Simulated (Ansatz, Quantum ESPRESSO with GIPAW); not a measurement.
# Mg2H2O3: NMR parameters from first principles, part 2 of 2

Aim: the magnetic shielding tensor of every site in Mg2H2O3 and the field gradients at its nuclei.

Quantum ESPRESSO with GIPAW; PBEsol.

So far. Step 3 (Shieldings): An axis of order three or more runs through Mg, O(1), O(2) and H, so two principal values coincide and the skew is ±1. In this run the largest span is that of O(2) (site symmetry 3m), with principal values 223.3, 223.3 and 252.2 ppm. On O(2) the most shielded direction lies along its short bond to H: a field along the bond can't mix the bonding orbital with those across it, so the paramagnetic term is smallest there. On H the most shielded direction lies along its short bond to O.

## (4) Quadrupolar couplings

Level of this step: DFT, PBEsol, plane-wave PAW, default files, scalar-relativistic, field gradients (Ansatz).

2H, 17O and 25Mg have a quadrupole moment, which couples to the field gradient and broadens the lines. The gradient is a property of the ground-state density and needs no response; it is taken from a second code that counts the whole PAW charge. C_Q = eQV_zz/h, with Q = 0.00285783 barn for 2H, -0.02558 barn for 17O, 0.1994 barn for 25Mg.

This step: DFT, PBEsol, plane-wave PAW, default files (PAW set soft_2), scalar-relativistic, field gradients (Ansatz 0.2.0), on the same atoms.

The input, input.yaml:

```yaml
crystal:
  lattice:
    - [3.085, 0.0, 0.0]
    - [-1.5425, 2.6716883707, 0.0]
    - [0.0, 0.0, 7.71]
  atoms:
    - { symbol: Mg, position: [0.33333333, 0.66666667, 0.1584835406] }
    - { symbol: Mg, position: [0.66666667, 0.33333333, 0.8415164594] }
    - { symbol: O, position: [0.0, 0.0, 0.0] }
    - { symbol: O, position: [0.66666667, 0.33333333, 0.2942123619] }
    - { symbol: O, position: [0.33333333, 0.66666667, 0.7057876381] }
    - { symbol: H, position: [0.66666667, 0.33333333, 0.4200935381] }
    - { symbol: H, position: [0.33333333, 0.66666667, 0.5799064619] }
kpoints:
  mp_grid: { grid: [7, 7, 3] }
scf:
  occupations: { method: fixed }
hamiltonian:
  xc: pbesol
  pseudopotentials: { kind: paw, frozen_core: stored }
output:
  forces: false
  stress: false
  efg:
    quadrupole_moments_barn: { Mg: 0.1994, O: -0.02558, H: 0.00285783 }
```

Command:

```
ansatz run input.yaml --threads 4 --pin off --max-ram 8192MiB --backend cpu --events-out ev --progress --plain --runs-dir out
```

What it wrote:

```text
[... set-up, SCF cycles and energies left out ...]
--- PAW observables at the nuclei: V_zz in 10²¹ V/m², potentials from the cell's mean, atoms counted from 1 ---
  atom   1  Mg V_zz =    +0.270134   η = 0.0000   by run symmetry: allowed   C_q = +1.3024 MHz
  atom   2  Mg V_zz =    +0.270134   η = 0.0000   by run symmetry: allowed   C_q = +1.3024 MHz
  atom   3  O  V_zz =    -1.553876   η = 0.0000   by run symmetry: allowed   C_q = +0.9611 MHz
  atom   4  O  V_zz =   +14.344932   η = 0.0000   by run symmetry: allowed   C_q = -8.8727 MHz
  atom   5  O  V_zz =   +14.344932   η = 0.0000   by run symmetry: allowed   C_q = -8.8727 MHz
  atom   6  H  V_zz =    +4.438190   η = 0.0000   by run symmetry: allowed   C_q = +0.3067 MHz
  atom   7  H  V_zz =    +4.438190   η = 0.0000   by run symmetry: allowed   C_q = +0.3067 MHz
[the lines on potentials at the nuclei are left out]
```

The job ended after 0.6 s (4 threads of Arm Neoverse V1, shared host; peak memory 0.36 GiB).

Among nuclei of half-integer spin the second-order effect is largest for 17O on O(2) (spin 5/2, C_Q -8.87 MHz): at 9.4 T it moves the centre of gravity of the MAS line by -160 ppm from δ_iso, and by a quarter of that at twice the field, by δ_Q = −(3/40)(C_Q/ν0)²(1 + η²/3)[I(I+1) − 3/4]/[I²(2I−1)²] × 10⁶ ppm with ν0 = 54.3 MHz.

## (5) Sites, surroundings and shifts

A shielding is counted from the bare nucleus and a shift from a reference compound, with the opposite sign. A fitted line does better than one reference, as its slope takes up part of the functional's error. For ¹H and ⁷Li, with little paramagnetic shielding, slope and scatter come mostly from geometry, vibration and the shape term.

To turn shieldings into shifts, lines fitted to measured solids are used. 1H: δ = (29.71 − σ) / 1.204, zero at TMS, fitted to 11 measured values, from Ca(BH4)2, Ca(OH)2, CsH2PO4, LiBH4, LiH, MgH2, NaH, NaOH and NH4H2PO4, with a scatter of 0.61 ppm r.m.s., with σ taken with the shape term of a sphere (8.1 ppm here). Kinds of site that fitted badly were split off after the misses were seen, so the scatter is that of the points kept.

Covalently bonded atoms count as neighbours within 1.18 times the sum of their radii. Otherwise a cation's neighbours lie within 1.2 times its shortest bond (1.3 for large cations, each anion's radius taken off where they differ), and an anion's are the cations that count it.

```csv
site,atom no.,atoms in cell,surroundings,bonds (Å),δ_iso (ppm),C_Q (MHz),η_Q
Mg,1,2,MgO6,2.07 to 2.16,-,1.30,0.00
O(1),3,1,bound to Mg6,2.160,-,0.96,0.00
O(2),4,2,hydroxyl; 4 neighbours,0.97 to 2.07,-,-8.87,0.00
H,6,2,bound to O,0.971,-0.25,0.307,0.00
```

By surroundings the O shieldings are 6-coordinate: 188.0; hydroxyl: 232.9 ppm.

Simulated spectrum, 1H MAS at 40 kHz, 11.7 T (498.2 MHz), lines broadened by 0.5 ppm; rigid lattice, with dipolar and J couplings left out: a single narrow line at -0.25 ppm.

Simulated spectrum: 17O fast MAS, 18.8 T (108.6 MHz), central transition to second order, lines broadened by 2.1 ppm; the axis counts ppm from the isotropic position of O(2), as −Δσ; rigid lattice, with dipolar and J couplings and satellite transitions left out.

offset (ppm), intensity and a bar:
```
     58.8       0.00 
     53.4       0.00 
     48.1       0.02 #
     44.3       1.00 ##############################
     42.7       0.20 ######
     37.7       0.01 
     32.4       0.00 
     27.0       0.00 
     22.0       0.00 
     16.7       0.00 
     11.3       0.00 
      6.3       0.00 
      1.0       0.00 
     -4.4       0.00 
     -9.8       0.00 
    -14.7       0.24 #######
    -15.1       0.24 #######
    -20.1       0.11 ###
    -25.5       0.08 ##
    -30.4       0.07 ##
    -35.8       0.07 ##
    -41.2       0.06 ##
    -46.1       0.06 ##
    -51.5       0.07 ##
    -56.9       0.09 ###
    -61.8       0.18 #####
    -62.2       0.18 #####
    -67.2       0.01 
    -72.5       0.01 
    -77.9       0.01 
    -82.9       0.01 
    -88.2       0.01 
    -93.6       0.01 
    -98.6       0.01 
   -103.9       0.00 
   -109.3       0.00 
   -114.3       0.00
```

Most prominent maxima (ppm: height): 44.3: 1.00, -15.1: 0.24, -61.8: 0.18.

## (6) Cost against result

Each row names what was changed: the structure as given shows what the relaxation did; another mesh tests the sampling of the zone; another cutoff tests the basis.

Changes of σ_iso (ppm) against the run above (PBEsol, cutoffs 65 and 390 Ry, mesh 7×7×3, 22 min). Times are CPU times of pw.x and gipaw.x together, on 4 MPI ranks of Arm Neoverse V1, shared host; on a shared host they are rough. A run is marked as doubtful where the f-sum miss passes 0.015 electrons, or that much for each three atoms in larger cells (with Tl, Pb, Hg, Bi or Sn a third of that, or a mesh spacing over 0.26 Å⁻¹), or where the susceptibility is unphysically large.

```csv
run,CPU time,f-sum miss,Mg,O(1),O(2),H
structure as given,22 min,0.0048,+3.1,+1.8,-12.5,-1.13
mesh 8×8×3,27 min,0.0017,+0.1,+1.3,+0.5,+0.01
mesh 4×4×2 (marked),8.5 min,0.17,-4.4,-43.8,-19.2,-0.28
cutoffs 80 and 480 Ry,35 min,0.0037,-0.6,-0.2,-0.2,-0.00
```

The largest move is -43.8 ppm, on O(1), from mesh 4×4×2.

## (7) A bad input

For contrast, the same job on a spoilt input.

The input, scf.in:

```
&control
  calculation = 'scf'
  prefix = 'x'
  outdir = './tmp/'
  pseudo_dir = './'
/
&system
  ibrav = 0
  nat = 7
  ntyp = 3
  ecutwfc = 65
  ecutrho = 390
  nbnd = 20
/
&electrons
  conv_thresh = 1.0d-10
  mixing_beta = 0.7
  electron_maxstep = 100
/
ATOMIC_SPECIES
  Mg 24.305 Mg.pbesol-spnl-kjpaw_psl.1.0.0-gipaw.UPF
  O 15.999 O.pbesol-n-kjpaw_psl.1.0.0-gipaw.UPF
  H 1.008 H.pbesol-kjpaw_psl.1.0.0-gipaw.UPF
CELL_PARAMETERS angstrom
  3.08500000 0.00000000 0.00000000
  -1.54250000 2.67168837 0.00000000
  0.00000000 0.00000000 7.71000000
ATOMIC_POSITIONS crystal
  Mg 0.33333333 0.66666667 0.15848354
  Mg 0.66666667 0.33333333 0.84151646
  O 0.00000000 -0.00000000 0.00000000
  O 0.66666667 0.33333333 0.29421236
  O 0.33333333 0.66666667 0.70578764
  H 0.66666667 0.33333333 0.42009354
  H 0.33333333 0.66666667 0.57990646
K_POINTS automatic
  7 7 3 0 0 0
```

Command:

```
mpirun -np 4 pw.x -nk 4 -in scf.in > scf.out
```

What it wrote:

```text
Error in routine  read_namelists:
      bad line in namelist &electrons: "  conv_thresh = 1.0d-10" (error could be in the previous line)

     stopping ...
```

Wall time 0.49 s (4 MPI ranks); peak memory 0.2 GiB.

The program stopped with an error: Error in routine read_namelists: bad line in namelist &electrons: " conv_thresh = 1.0d-10" (error could be in the previous line). The fault: a misspelt key. 

## (8) What came out

- 1H shift: -0.25 ppm
- 2H size of C_Q: 0.307 MHz
- 17O shielding without shape term: 188.0, 232.9 ppm
- 17O size of C_Q: 0.96, 8.87 MHz
- 25Mg shielding without shape term: 533.8 ppm
- 25Mg size of C_Q: 1.30 MHz

What this shows: 1H has one site (bound to O), with isotropic shift -0.25 ppm. Going to mesh 8×8×3 changes no isotropic shielding by more than 1.4 ppm, a first measure of the error left in that respect. Going to cutoffs 80 and 480 Ry changes no isotropic shielding by more than 0.62 ppm, so the main run is converged in that respect. Hydrogen's values are less sure: spans of ¹H carry errors of some ppm on PAW files, the bulk susceptibility matters on its narrow scale, and it is treated as a fixed classical nucleus at 0 K. In PBE checks against another PAW code, field gradients made this way came out (cores as stored) 4 to 9 % larger on O (three silicas and corundum) and 6 % smaller on Al (corundum alone). This build of gipaw.x prints that it is not audited and that its numbers are no references by themselves. It also reports spline_ps as false although the input sets it; why was not traced. The field gradients use PAW files made for PBE. The sphere term behind these shifts is unreliable in hexagonal and trigonal cells, by up to a few ppm.

[Banner, clock, file and message-heading lines were taken out of the pw.x and gipaw.x logs.]

[Logs are printed without paths, hosts, clocks, repeated set-up lines and the standing remarks that a program may print on its own settings, such as how far it seeks lower states.]

[Hosts, paths, dates, database ids (printed as entryN), source tags and the programs' standing remarks are cut or masked in the printed files.]

[Where no reference line passes its bar on scatter, no shift is given, so a measured shift of this compound may stand uncompared.]
